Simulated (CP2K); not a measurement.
# Sn (Im-3m) in CP2K: further runs

Runs on Sn. Level: LDA. Tasks: single point, equation of state.

Program: CP2K 2026.2. These are calculated values, not measurements. Logs are shortened: lines on timing, memory, paths and dates and some standing lists are left out, and cuts for length are marked.

## Step 1: Starting point

The structure is cubic, space group Im-3m (No. 229). Conventional cell: a = 3.789 Å, b = 3.789 Å, c = 3.789 Å, α = 90.00°, β = 90.00°, γ = 90.00°. Sn (site symmetry m-3m) is surrounded by 8 Sn at 3.28 Å.

This isn't the form of Sn at room conditions, which is tetragonal (white tin).

## Step 2: Single point, LDA, 27.20 Å³/atom

The input, sn_eos.inp:

```
&GLOBAL
  PROJECT sn_eos
  RUN_TYPE ENERGY_FORCE
  PRINT_LEVEL LOW
&END GLOBAL
&FORCE_EVAL
  METHOD QS
  STRESS_TENSOR ANALYTICAL
  &DFT
    BASIS_SET_FILE_NAME BASIS_MOLOPT_UZH
    POTENTIAL_FILE_NAME GTH_POTENTIALS
    &MGRID
      CUTOFF 450
      REL_CUTOFF 60
      NGRIDS 5
    &END MGRID
    &QS
      METHOD GPW
      EPS_DEFAULT 1.0E-10
    &END QS
    &KPOINTS
      SCHEME MONKHORST-PACK 10 10 10
      GAMMA_CENTERED T
      SYMMETRY T
      SYMMETRY_BACKEND SPGLIB
    &END KPOINTS
    &SCF
      SCF_GUESS ATOMIC
      EPS_SCF 1.0E-6
      MAX_SCF 100
      ADDED_MOS 8
      CHOLESKY OFF
      EPS_EIGVAL 1.0E-7
      &DIAGONALIZATION ON
        ALGORITHM STANDARD
      &END DIAGONALIZATION
      &MIXING ON
        METHOD BROYDEN_MIXING
        ALPHA 0.4
        BETA 1.5
        NBUFFER 8
      &END MIXING
      &SMEAR ON
        METHOD FERMI_DIRAC
        ELECTRONIC_TEMPERATURE [K] 580.226
      &END SMEAR
    &END SCF
    &XC
      &XC_FUNCTIONAL
        &LDA_X
        &END LDA_X
        &LDA_C_PW
        &END LDA_C_PW
      &END XC_FUNCTIONAL
    &END XC
    &PRINT
      &KPOINTS ON
      &END KPOINTS
      &MULLIKEN ON
      &END MULLIKEN
      &MO ON
        ENERGIES T
        OCCUPATION_NUMBERS T
        &EACH
          QS_SCF 0
        &END EACH
        ADD_LAST NUMERIC
      &END MO
    &END PRINT
  &END DFT
  &SUBSYS
    &CELL
      A 3.2816332135 0.0000000000 0.0000000000
      B -1.0938777378 3.0939534649 0.0000000000
      C -1.0938777378 -1.5469767324 2.6794422987
      PERIODIC XYZ
    &END CELL
    &COORD
      Sn  0.0000000000 0.0000000000 0.0000000000
    &END COORD
    &KIND Sn
      BASIS_SET TZVP-MOLOPT-PBE-GTH-q4
      POTENTIAL GTH-PADE-q4
    &END KIND
    &PRINT
      &ATOMIC_COORDINATES ON
      &END ATOMIC_COORDINATES
      &CELL ON
      &END CELL
    &END PRINT
  &END SUBSYS
  &PRINT
    &FORCES ON
    &END FORCES
    &STRESS_TENSOR ON
    &END STRESS_TENSOR
  &END PRINT
&END FORCE_EVAL
```

Potentials or basis: GTH_POTENTIALS Sn GTH-PADE-q4; TZVP-MOLOPT-PBE-GTH basis.

On the command line:

```bash
$ OMP_NUM_THREADS=1 cp2k.psmp -i sn_eos.inp -o sn_eos.out
```

sn_eos.out:

```text

 CP2K| version string:                                       CP2K version 2026.2
 CP2K| Input file name                                                sn_eos.inp

 GLOBAL| Force Environment number                                              1
 GLOBAL| Basis set file name                                    BASIS_MOLOPT_UZH
 GLOBAL| Potential file name                                      GTH_POTENTIALS
 GLOBAL| MM Potential file name                                     MM_POTENTIAL
 GLOBAL| Coordinate file name                                      __STD_INPUT__
 GLOBAL| Method name                                                        CP2K
 GLOBAL| Project name                                                     sn_eos
 GLOBAL| Run type                                                   ENERGY_FORCE
 GLOBAL| FFT library                                                       FFTW3
[... 8 lines left out ...]
 GLOBAL| CPU model name                                                  UNKNOWN

 CELL| Volume [angstrom^3]:                                            27.204968
 CELL| Vector a [angstrom]:       3.282     0.000     0.000   |a| =     3.281633
 CELL| Vector b [angstrom]:      -1.094     3.094     0.000   |b| =     3.281633
 CELL| Vector c [angstrom]:      -1.094    -1.547     2.679   |c| =     3.281633
 CELL| Angle (b,c), alpha [degree]:                                   109.471221
 CELL| Angle (a,c), beta  [degree]:                                   109.471221
 CELL| Angle (a,b), gamma [degree]:                                   109.471221
 CELL| Numerically orthorhombic:                                              NO
 CELL| Periodicity                                                           XYZ

 CELL_REF| Volume [angstrom^3]:                                        27.204968
 CELL_REF| Vector a [angstrom     3.282     0.000     0.000   |a| =     3.281633
 CELL_REF| Vector b [angstrom    -1.094     3.094     0.000   |b| =     3.281633
 CELL_REF| Vector c [angstrom    -1.094    -1.547     2.679   |c| =     3.281633
 CELL_REF| Angle (b,c), alpha [degree]:                               109.471221
 CELL_REF| Angle (a,c), beta  [degree]:                               109.471221
 CELL_REF| Angle (a,b), gamma [degree]:                               109.471221
 CELL_REF| Numerically orthorhombic:                                          NO
 CELL_REF| Periodicity                                                       XYZ
[... 9 lines left out ...]
 TOTAL NUMBERS AND MAXIMUM NUMBERS

  Total number of            - Atomic kinds:                                   1
                             - Atoms:                                          1
                             - Shell sets:                                     1
                             - Shells:                                         7
                             - Primitive Cartesian functions:                  4
                             - Cartesian basis functions:                     18
                             - Spherical basis functions:                     17

  Maximum angular momentum of- Orbital basis functions:                        2
                             - Local part of the GTH pseudopotential:          0
                             - Non-local part of the GTH pseudopotential:      4

 MODULE QUICKSTEP: ATOMIC COORDINATES IN ANGSTROM

   Atom Kind Element         X             Y             Z       Z(eff)     Mass
      1    1 Sn   50      0.000000      0.000000      0.000000   4.0000 118.7100

 SCF PARAMETERS         Density guess:                                    ATOMIC
                        --------------------------------------------------------
                        max_scf:                                             100
[... 7 lines left out ...]
                        --------------------------------------------------------
                        level_shift [a.u.]:                             0.000000
                        added MOs                                         8    0
                        --------------------------------------------------------
                        Mixing method:                            BROYDEN_MIXING
[... 11 lines left out ...]
 *******************************************************************************
 BRILLOUIN| K-point scheme                                        Monkhorst-Pack
 BRILLOUIN| K-Point grid                                            10   10   10
 BRILLOUIN| Gamma-centered k-point mesh                                     ON
 BRILLOUIN| K-point symmetry accuracy                               0.100000E-05
 BRILLOUIN| K-Point point group symmetrization                                ON
 BRILLOUIN| Symmetry backend                                             SPGLIB
 BRILLOUIN| Symmetry reduction method                                    SPGLIB
[... 43 lines left out ...]
  Core density on regular grids:                3.9999999982       -0.0000000018
  Total charge density on r-space grids:       -0.0000000018
  Total charge density g-space grids:          -0.0000000018

  Overlap energy of the core charge distribution:               0.00000000000437
  Self energy of the core charge distribution:                 -7.46035812955711
  Core Hamiltonian energy:                                      1.51629567511946
  Hartree energy:                                               3.40798765702805
  Exchange-correlation energy:                                 -1.02493985368082
  Electronic entropic energy:                                  -0.00026697491414
  Fermi energy:                                                 0.17457791695209

  Total energy:                                                -3.56128162599886
  Total energy (extrapolated to T->0):                         -3.56114813854179

 MO| EIGENVALUES AND OCCUPATION NUMBERS FOR K POINT 1
 MO|
 MO|  Index      Eigenvalue [a.u.]        Eigenvalue [eV]             Occupation
 MO|      1              -0.003500              -0.095249               2.000000
 MO|      2               0.101809               2.770360               2.000000
 MO|      3               0.101809               2.770361               2.000000
 MO|      4               0.333330               9.070376               0.000000
 MO|      5               0.526102              14.315958               0.000000
 MO|      6               0.526102              14.315959               0.000000
 MO|      7               0.677680              18.440621               0.000000
 MO|      8               1.036352              28.200559               0.000000
 MO|      9               1.036352              28.200576               0.000000
 MO|     10               1.282476              34.897943               0.000000
 MO| Sum:                                                               6.000000
 MO| E(Fermi):            0.174578 a.u.          4.750507 eV
 MO| Band gap:            0.000000 a.u.          0.000001 eV

 MO| EIGENVALUES AND OCCUPATION NUMBERS FOR K POINT 2
 MO|
 MO|  Index      Eigenvalue [a.u.]        Eigenvalue [eV]             Occupation
 MO|      1              -0.027667              -0.752853               2.000000
 MO|      2               0.063173               1.719035               2.000000
 MO|      3               0.128641               3.500507               2.000000
 MO|      4               0.381374              10.377714               0.000000
 MO|      5               0.560867              15.261967               0.000000
 MO|      6               0.621727              16.918062               0.000000
 MO|      7               0.667809              18.171996               0.000000
 MO|      8               0.947096              25.771781               0.000000
 MO|      9               1.076128              29.282944               0.000000
[... 189 lines left out ...]
 MO| EIGENVALUES AND OCCUPATION NUMBERS FOR K POINT 14
 MO|
 MO|  Index      Eigenvalue [a.u.]        Eigenvalue [eV]             Occupation
 MO|      1              -0.085156              -2.317209               2.000000
 MO|      2               0.152989               4.163046               1.999984
 MO|      3               0.200870               5.465948               0.000001
 MO|      4               0.309722               8.427968               0.000000
 MO|      5               0.477268              12.987134               0.000000
 MO|      6               0.661333              17.995788               0.000000
 MO|      7               0.730237              19.870749               0.000000
 MO|      8               0.872415              23.739613               0.000000
 MO|      9               0.973661              26.494663               0.000000
 MO|     10               1.178747              32.075337               0.000000
 MO| Sum:                                                               3.999985
 MO| E(Fermi):            0.174578 a.u.          4.750507 eV

 [... the levels of further k-points ...]

 !-----------------------------------------------------------------------------!
                     Mulliken Population Analysis

 #  Atom  Element  Kind  Atomic population                           Net charge
       1     Sn       1          4.000000                              0.000000
 # Total charge                              4.000000                  0.000000

 !-----------------------------------------------------------------------------!

 ENERGY| Total FORCE_EVAL ( QS ) energy [hartree]             -3.561281681128504

 FORCES| Atomic forces [hartree/bohr]
 FORCES|   Atom     x               y               z               |f|
 FORCES|      1 -5.60540712E-15 -2.24045069E-15 -1.49644424E-15   6.21928884E-15
 FORCES| Sum    -5.60540712E-15 -2.24045069E-15 -1.49644424E-15
 FORCES| Total atomic force                                       6.21928884E-15

 STRESS| Analytical stress tensor [bar]
 STRESS|                        x                   y                   z
 STRESS|      x       -3.22933091100E+04   3.81139764789E-05   4.21304772204E-03
 STRESS|      y        3.81139764789E-05  -3.22933538345E+04   3.32885531462E-04
 STRESS|      z        4.21304772204E-03   3.32885531462E-04  -3.22933898677E+04
 STRESS| 1/3 Trace                                            -3.22933509374E+04
 STRESS| Determinant                                          -3.36774605820E+13

 STRESS| Eigenvectors and eigenvalues of the analytical stress tensor [bar]
 STRESS|                        1                   2                   3
 STRESS| Eigenvalues  -3.22933900899E+04  -3.22933538315E+04  -3.22933088908E+04
 STRESS|      x          -0.051949166584     -0.001703650238      0.998648277256
 STRESS|      y          -0.009114282282      0.999957705414      0.001231763817
 STRESS|      z           0.998608138335      0.009037973195      0.051962496965
```

It took 15 s on 1 thread of Arm Neoverse V2, shared host; peak memory 0.21 GiB.

What came out:

- Free energy: -96.9074 eV
- Pressure: -3.2 GPa
- Band gap on the k mesh: none (metal or under the smearing width)

Caveat: the basis of atomic orbitals isn't converged, which shifts pressures, moduli and gaps.

## Step 3: Single point, LDA, 26.66 Å³/atom (volume scaled by 0.98)

Edit sn_eos.inp of step 2 so:

```diff
@@ -11,2 +11,3 @@
     POTENTIAL_FILE_NAME GTH_POTENTIALS
+    WFN_RESTART_FILE_NAME previous-RESTART.kp
     &MGRID
@@ -27,3 +28,3 @@
     &SCF
-      SCF_GUESS ATOMIC
+      SCF_GUESS RESTART
       EPS_SCF 1.0E-6
@@ -72,5 +73,5 @@
     &CELL
-      A 3.2816332135 0.0000000000 0.0000000000
-      B -1.0938777378 3.0939534649 0.0000000000
-      C -1.0938777378 -1.5469767324 2.6794422987
+      A 3.2596081659 0.0000000000 0.0000000000
+      B -1.0865360553 3.0731880509 0.0000000000
+      C -1.0865360553 -1.5365940254 2.6614589226
       PERIODIC XYZ
```

Potentials or basis: GTH_POTENTIALS Sn GTH-PADE-q4; TZVP-MOLOPT-PBE-GTH basis.

On the command line:

```bash
$ OMP_NUM_THREADS=1 cp2k.psmp -i sn_eos.inp -o sn_eos.out
```

Wall time 10 s (1 thread of Arm Neoverse V2, shared host); peak memory 0.21 GiB.

It converged, with:

```yaml
Free_energy: -96.9171 eV
Pressure: -2.4 GPa
Band_gap_on_the_k_mesh: none (metal or under the smearing width)
```

Caveat: the basis of atomic orbitals isn't converged, which shifts pressures, moduli and gaps.

## Step 4: Single point, LDA, 27.75 Å³/atom (volume scaled by 1.02)

Edit sn_eos.inp of step 3 so:

```diff
@@ -73,5 +73,5 @@
     &CELL
-      A 3.2596081659 0.0000000000 0.0000000000
-      B -1.0865360553 3.0731880509 0.0000000000
-      C -1.0865360553 -1.5365940254 2.6614589226
+      A 3.3033665172 0.0000000000 0.0000000000
+      B -1.1011221724 3.1144438201 0.0000000000
+      C -1.1011221724 -1.5572219100 2.6971874668
       PERIODIC XYZ
```

On the command line:

```bash
$ OMP_NUM_THREADS=1 cp2k.psmp -i sn_eos.inp -o sn_eos.out
```

It took 13 s on 1 thread of Arm Neoverse V2, shared host; peak memory 0.21 GiB.

Results (log left out):

- Free energy: -96.8952 eV
- Pressure: -3.9 GPa
- Band gap on the k mesh: none (metal or under the smearing width)

Caveat: the basis of atomic orbitals isn't converged, which shifts pressures, moduli and gaps.

## Step 5: Single point, LDA, 26.12 Å³/atom (volume scaled by 0.96)

Edit sn_eos.inp of step 4 so:

```diff
@@ -73,5 +73,5 @@
     &CELL
-      A 3.3033665172 0.0000000000 0.0000000000
-      B -1.1011221724 3.1144438201 0.0000000000
-      C -1.1011221724 -1.5572219100 2.6971874668
+      A 3.2372813819 0.0000000000 0.0000000000
+      B -1.0790937939 3.0521381570 0.0000000000
+      C -1.0790937939 -1.5260690785 2.6432291798
       PERIODIC XYZ
```

On the command line:

```bash
$ OMP_NUM_THREADS=1 cp2k.psmp -i sn_eos.inp -o sn_eos.out
```

Run time: 10 s. Hardware: 1 thread of Arm Neoverse V2, shared host; peak memory 0.21 GiB.

Results (log left out):

```
Free energy            : -96.9239 eV
Pressure               : -1.6 GPa
Band gap on the k mesh : none (metal or under the smearing width)
```

Caveat: the basis of atomic orbitals isn't converged, which shifts pressures, moduli and gaps.

## Step 6: Single point, LDA, 28.29 Å³/atom (volume scaled by 1.04)

Edit sn_eos.inp of step 5 so:

```diff
@@ -73,5 +73,5 @@
     &CELL
-      A 3.2372813819 0.0000000000 0.0000000000
-      B -1.0790937939 3.0521381570 0.0000000000
-      C -1.0790937939 -1.5260690785 2.6432291798
+      A 3.3248175501 0.0000000000 0.0000000000
+      B -1.1082725167 3.1346680479 0.0000000000
+      C -1.1082725167 -1.5673340239 2.7147021619
       PERIODIC XYZ
```

Potentials or basis: GTH_POTENTIALS Sn GTH-PADE-q4; TZVP-MOLOPT-PBE-GTH basis.

On the command line:

```bash
$ OMP_NUM_THREADS=1 cp2k.psmp -i sn_eos.inp -o sn_eos.out
```

Run time: 12 s. Hardware: 1 thread of Arm Neoverse V2, shared host; peak memory 0.21 GiB.

The run converged. Its results:

* Free energy: -96.8807 eV
* Pressure: -4.6 GPa
* Band gap on the k mesh: none (metal or under the smearing width)

Caveat: the basis of atomic orbitals isn't converged, which shifts pressures, moduli and gaps.

## Step 7: Single point, LDA, 25.57 Å³/atom (volume scaled by 0.94)

Edit sn_eos.inp of step 6 so:

```diff
@@ -73,5 +73,5 @@
     &CELL
-      A 3.3248175501 0.0000000000 0.0000000000
-      B -1.1082725167 3.1346680479 0.0000000000
-      C -1.1082725167 -1.5673340239 2.7147021619
+      A 3.2146423098 0.0000000000 0.0000000000
+      B -1.0715474366 3.0307938352 0.0000000000
+      C -1.0715474366 -1.5153969176 2.6247444549
       PERIODIC XYZ
```

On the command line:

```bash
$ OMP_NUM_THREADS=1 cp2k.psmp -i sn_eos.inp -o sn_eos.out
```

Wall time 12 s (1 thread of Arm Neoverse V2, shared host); peak memory 0.21 GiB.

It converged, with:

| Quantity | Value |
| --- | --- |
| Free energy | -96.9275 eV |
| Pressure | -0.6 GPa |
| Band gap on the k mesh | none (metal or under the smearing width) |

Caveat: the basis of atomic orbitals isn't converged, which shifts pressures, moduli and gaps.

## Step 8: Single point, LDA, 28.84 Å³/atom (volume scaled by 1.06)

Edit sn_eos.inp of step 7 so:

```diff
@@ -73,5 +73,5 @@
     &CELL
-      A 3.2146423098 0.0000000000 0.0000000000
-      B -1.0715474366 3.0307938352 0.0000000000
-      C -1.0715474366 -1.5153969176 2.6247444549
+      A 3.3459953030 0.0000000000 0.0000000000
+      B -1.1153317676 3.1546346248 0.0000000000
+      C -1.1153317676 -1.5773173123 2.7319937247
       PERIODIC XYZ
```

On the command line:

```bash
$ OMP_NUM_THREADS=1 cp2k.psmp -i sn_eos.inp -o sn_eos.out
```

It took 12 s on 1 thread of Arm Neoverse V2, shared host; peak memory 0.21 GiB.

It converged, with:

```yaml
Free_energy: -96.8642 eV
Pressure: -5.1 GPa
Band_gap_on_the_k_mesh: none (metal or under the smearing width)
```

Caveat: the basis of atomic orbitals isn't converged, which shifts pressures, moduli and gaps.

## Step 9: Equation of state, LDA

Potentials or basis: GTH_POTENTIALS Sn GTH-PADE-q4; TZVP-MOLOPT-PBE-GTH basis.

This step only gathers the single runs of the series.

What came out:

* Equilibrium volume: 25.28 Å³/atom (rough: see the caveat)
* Bulk modulus: 51 GPa (rough)

Energy against volume, from the lowest point:
```csv
volume (Å³/atom),energy (meV/atom)
25.573,0.00
26.117,3.63
26.661,10.46
27.205,20.12
27.749,32.31
28.293,46.79
28.837,63.31
```

Caveat: the minimum lies outside the volumes run; the basis of atomic orbitals isn't converged, which shifts pressures, moduli and gaps.
